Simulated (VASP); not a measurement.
# SiC in VASP: one cell, several levels of theory, part 2 of 2

VASP 6.6.1, plane waves, PAW.

## (3) r2SCAN at this geometry

File INCAR:

```
ENCUT = 520.000000
SIGMA = 0.010000
EDIFF = 1.00e-07
ALGO = Normal
METAGGA = R2SCAN
PREC = Accurate
IBRION = -1
ISIF = 2
ISMEAR = 0
NBANDS = 11
NELM = 120
NSW = 0
LASPH = .TRUE.
LCHARG = .FALSE.
LWAVE = .FALSE.
LREAL = .FALSE.
```

File KPOINTS:

```
KPOINTS created by Atomic Simulation Environment
0
Gamma
10 10 10
0 0 0
```

File KPOINTS_OPT:

```
special points
7
Reciprocal
0.0000000000 0.0000000000 0.0000000000 1
-0.5000000000 -0.5000000000 0.0000000000 1
-0.3750000000 -0.3750000000 0.2500000000 1
-0.3750000000 0.0000000000 0.3750000000 1
0.0000000000 0.0000000000 0.5000000000 1
-0.5000000000 -0.2500000000 0.2500000000 1
0.0000000000 0.5000000000 0.5000000000 1
```

File POSCAR:

```
Si C
 1.0000000000000000
     0.0000000000000000    2.1780523510378273    2.1780523510378273
     2.1780523510378273    0.0000000000000000    2.1780523510378273
     2.1780523510378273    2.1780523510378273    0.0000000000000000
 Si  C
   1   1
Cartesian
  0.0000000000000000  0.0000000000000000 -0.0000000000000000
  1.0890261755189137  1.0890261755189137  1.0890261755189137
```

The run is started by

```
> mpirun -np 1 vasp_std
```

Standard output, without the iteration lines:

```text
POSCAR found type information on POSCAR SiC
 POSCAR found :  2 types and       2 ions
 -----------------------------------------------------------------------------
|                                                                             |
|                                                                             |
|     You enforced a specific xc type in the INCAR file but a different       |
|     I HOPE YOU KNOW WHAT YOU ARE DOING!                                     |
|                                                                             |
 -----------------------------------------------------------------------------

 LDA part: xc-table for (None), standard interpolation
 POSCAR, INCAR and KPOINTS ok, starting setup
 FFT: planning ... GRIDC
 FFT: planning ... GRID_SOFT
 FFT: planning ... GRID
 WAVECAR not read
 entering main loop
 Start KPOINTS_OPT (optional k-point list driver)
k-point batch [1-7\7]
```

OSZICAR:

```text
N       E                     dE             d eps       ncg     rms          rms(c)
DAV:   1    -0.202476687722E+01   -0.20248E+01   -0.42524E+03  1082   0.643E+02
DAV:   2    -0.217813491126E+02   -0.19757E+02   -0.19029E+02  1323   0.112E+02
DAV:   3    -0.223252425044E+02   -0.54389E+00   -0.54310E+00  1268   0.154E+01
DAV:   4    -0.223272173993E+02   -0.19749E-02   -0.19748E-02  1180   0.120E+00
DAV:   5    -0.223272260495E+02   -0.86502E-05   -0.86502E-05  1290   0.741E-02    0.920E+00
DAV:   6    -0.192873656449E+02    0.30399E+01   -0.50056E+00  1142   0.106E+01    0.510E+00
DAV:   7    -0.193163728090E+02   -0.29007E-01   -0.50765E-01  1247   0.413E+00    0.247E+00
DAV:   8    -0.193265428323E+02   -0.10170E-01   -0.20029E-02  1135   0.109E+00    0.177E-01
DAV:   9    -0.193268796974E+02   -0.33687E-03   -0.40312E-04  1423   0.181E-01    0.139E-01
DAV:  10    -0.193269632342E+02   -0.83537E-04   -0.73016E-05  1151   0.768E-02    0.160E-02
DAV:  11    -0.193269618571E+02    0.13771E-05   -0.10461E-06  1296   0.713E-03    0.436E-03
DAV:  12    -0.193269620344E+02   -0.17730E-06   -0.12440E-07  1205   0.326E-03    0.164E-04
DAV:  13    -0.193269620258E+02    0.85952E-08   -0.12706E-09   706   0.297E-04
   1 F= -.19326962E+02 E0= -.19326962E+02  d E =-.187491E-48
       N       E                     dE             ncg
DAV:   1     0.516080277322E+03   -0.20749E+04      162
DAV:   2     0.371348794434E+03   -0.14473E+03      218
DAV:   3     0.367864795438E+03   -0.34840E+01      204
DAV:   4     0.367853771154E+03   -0.11024E-01      181
DAV:   5     0.367853722238E+03   -0.48916E-04      195
DAV:   6     0.367853721921E+03   -0.31732E-06      192
DAV:   7     0.367853721919E+03   -0.22924E-08      195
```

OUTCAR, selected sections:

```text
k-points           NKPTS =     47   k-points in BZ     NKDIM =     47   number of bands    NBANDS=     11

   NELECT =       8.0000    total number of electrons

   dimension x,y,z NGX =    24 NGY =   24 NGZ =   24
   dimension x,y,z NGXF=    48 NGYF=   48 NGZF=   48

  energy-cutoff  :      520.00
  volume of cell :       20.66
      direct lattice vectors                 reciprocal lattice vectors
     0.000000000  2.178052351  2.178052351    -0.229562894  0.229562894  0.229562894
     2.178052351  0.000000000  2.178052351     0.229562894 -0.229562894  0.229562894
     2.178052351  2.178052351  0.000000000     0.229562894  0.229562894 -0.229562894

 k-points in reciprocal lattice and weights: KPOINTS created by Atomic Simulation Env
   0.00000000  0.00000000  0.00000000       0.001
   0.10000000  0.00000000  0.00000000       0.008
   0.20000000  0.00000000  0.00000000       0.008
   0.30000000  0.00000000  0.00000000       0.008
   0.40000000  0.00000000  0.00000000       0.008
   0.50000000  0.00000000  0.00000000       0.004
   0.10000000  0.10000000  0.00000000       0.006
   0.20000000  0.10000000  0.00000000       0.024
[... 39 more k-points ...]

 E-fermi :   8.0975

 k-point     1 :       0.0000    0.0000    0.0000
  band No.  band energies     occupation
      1      -8.1931      2.00000
      2       7.9969      2.00000
      3       7.9969      2.00000
      4       7.9969      2.00000
      5      14.8473      0.00000
      6      15.8554      0.00000
      7      15.8554      0.00000
      8      15.8554      0.00000
      9      23.2134      0.00000
     10      23.2134      0.00000
     11      25.7820      0.00000

 k-point     2 :       0.1000    0.0000    0.0000
  band No.  band energies     occupation
      1      -7.9905      2.00000
      2       6.9479      2.00000
      3       7.8570      2.00000
      4       7.8570      2.00000
      5      15.0983      0.00000
      6      16.1144      0.00000
      7      16.1144      0.00000
      8      16.2016      0.00000
      9      22.2765      0.00000
     10      22.2765      0.00000
     11      25.4000      0.00000

 k-point     3 :       0.2000    0.0000    0.0000
  band No.  band energies     occupation
      1      -7.3927      2.00000
      2       4.7376      2.00000
      3       7.5350      2.00000
      4       7.5350      2.00000
      5      14.7865      0.00000
      6      16.4945      0.00000
      7      16.4945      0.00000
      8      17.5494      0.00000
      9      21.6127      0.00000
     10      21.6127      0.00000
     11      24.4504      0.00000

 k-point     4 :       0.3000    0.0000    0.0000
  band No.  band energies     occupation
      1      -6.4407      2.00000
      2       2.3314      2.00000
      3       7.2021      2.00000
      4       7.2021      2.00000
      5      14.3710      0.00000
      6      16.3380      0.00000
      7      16.3380      0.00000
      8      18.6248      0.00000
      9      22.5177      0.00000
     10      22.5177      0.00000
     11      24.1989      0.00000

 k-point     5 :       0.4000    0.0000    0.0000
  band No.  band energies     occupation
      1      -5.2791      2.00000
      2       0.2158      2.00000
      3       6.9710      2.00000
      4       6.9710      2.00000
      5      14.0948      0.00000
      6      15.9322      0.00000
      7      15.9322      0.00000
      8      18.9481      0.00000
      9      24.6023      0.00000
     10      24.6023      0.00000
     11      24.8852      0.00000

 k-point     6 :       0.5000    0.0000    0.0000
  band No.  band energies     occupation
      1      -4.5637      2.00000
      2      -0.8287      2.00000
      3       6.8899      2.00000
      4       6.8899      2.00000
      5      14.0015      0.00000
      6      15.7534      0.00000
      7      15.7534      0.00000
      8      18.9577      0.00000
      9      25.4262      0.00000
     10      26.3756      0.00000
     11      26.3756      0.00000

 k-point     7 :       0.1000    0.1000    0.0000
  band No.  band energies     occupation
      1      -7.9229      2.00000
      2       7.2102      2.00000
      3       7.5039      2.00000
      4       7.5039      2.00000
      5      15.0464      0.00000
      6      15.6626      0.00000
      7      16.6063      0.00000
      8      16.6063      0.00000
      9      20.8370      0.00000
     10      23.5258      0.00000
     11      26.7473      0.00000

 k-point     8 :       0.2000    0.1000    0.0000
  band No.  band energies     occupation
      1      -7.4564      2.00000
      2       5.4839      2.00000
      3       7.0543      2.00000
      4       7.3479      2.00000
      5      14.6951      0.00000
      6      16.0424      0.00000
      7      17.2715      0.00000
      8      17.2849      0.00000
      9      20.1351      0.00000
     10      23.2582      0.00000
     11      26.0183      0.00000

 k-point     9 :       0.3000    0.1000    0.0000
  band No.  band energies     occupation
      1      -6.6191      2.00000
      2       3.1897      2.00000
      3       6.6980      2.00000
      4       6.9634      2.00000
      5      14.4067      0.00000
      6      16.2292      0.00000
      7      17.3675      0.00000
      8      17.6982      0.00000
      9      21.1320      0.00000
     10      23.7472      0.00000
     11      25.3521      0.00000

 k-point    10 :       0.4000    0.1000    0.0000
  band No.  band energies     occupation
      1      -5.5046      2.00000
      2       0.9851      2.00000
      3       6.4991      2.00000
      4       6.5336      2.00000
      5      14.1562      0.00000
      6      15.8184      0.00000
      7      16.8928      0.00000
      8      18.8910      0.00000
      9      22.3885      0.00000
     10      25.4654      0.00000
     11      25.7099      0.00000

 k-point    11 :       0.5000    0.1000    0.0000
  band No.  band energies     occupation
      1      -4.5127      2.00000
      2      -0.5318      2.00000
      3       6.1231      2.00000
      4       6.5888      2.00000
      5      14.1398      0.00000
      6      15.5478      0.00000
      7      16.4226      0.00000
      8      19.6241      0.00000
      9      23.9432      0.00000
     10      26.3758      0.00000
     11      26.3996      0.00000

[... the tables of k-points 12 to 47 left out ...]

  Total       -0.0190967     -0.0190967     -0.0190967      0.0000000      0.0000000     -0.0000000
  in kB       -1.4805902     -1.4805902     -1.4805902      0.0000000      0.0000000     -0.0000000
  external PRESSURE =      -1.4805902 kB  Pullay stress =       0.0000000 kB

 POSITION                                       TOTAL-FORCE (eV/Angst)
 -----------------------------------------------------------------------------------
      0.00000      0.00000      0.00000         0.000000      0.000000      0.000000
      1.08903      1.08903      1.08903        -0.000000     -0.000000     -0.000000
 -----------------------------------------------------------------------------------
    total drift:                               -0.000001     -0.000001     -0.000001

  FREE ENERGIE OF THE ION-ELECTRON SYSTEM (eV)
  ---------------------------------------------------
  free  energy   TOTEN  =       -19.3269620258 eV

  energy  without entropy=      -19.3269620258  energy(sigma->0) =      -19.32696203
```

Hardware: 1 MPI rank of Intel Xeon Platinum 8488C, shared host.

The levels at the points of KPOINTS_OPT are read from vasprun.xml.

Band energies at the special points (eV, zero at the top of v, the last band that the electrons fill by count):

| point | v−1 | v | c | c+1 |
| --- | --- | --- | --- | --- |
| Γ | 0.00 | 0.00 | 6.85 | 7.86 |
| X | -3.34 | -3.34 | 1.72 | 4.83 |
| U | -5.73 | -2.72 | 3.54 | 8.42 |
| K | -5.73 | -2.72 | 3.54 | 8.42 |
| L | -1.11 | -1.11 | 6.00 | 7.76 |
| W | -5.18 | -4.82 | 5.73 | 10.14 |

Gap with r2SCAN: 1.72 eV, valence top at Γ, conduction bottom at X. Least direct gap: 5.06 eV. Pressure: -0.15 GPa; the forces vanish within 0.01 eV/Å.

## (4) What came out

The summary covers parts 1 to 2.

| level | gap (eV) | pressure (GPa) | Ansatz: gap (eV) | Ansatz: pressure (GPa) |
| --- | --- | --- | --- | --- |
| PBE | 1.36 | 3.51 | 1.36 | 3.56 |
| r2SCAN | 1.72 | -0.15 | 1.71 | 0.04 |

The gap runs from 1.36 eV (PBE) to 1.72 eV (r2SCAN). A measured gap is 2.417 eV (indirect; 2 K; a printed reference work, data compilation). The misses are: PBE -1.06, r2SCAN -0.69 eV; r2SCAN comes nearest. 2 values of this kind are on record (2.4 to 2.417 eV); this one was drawn at random. The calculation is for fixed nuclei; the measurement holds lattice motion too. At this one volume the pressure spans -0.1 GPa (r2SCAN) to 3.5 GPa (PBE): PBE wants the largest cell and r2SCAN the smallest. The two programs agree on the gap within 0.02 eV, far less than the spread between functionals. The two codes have different PAW datasets and cutoffs.
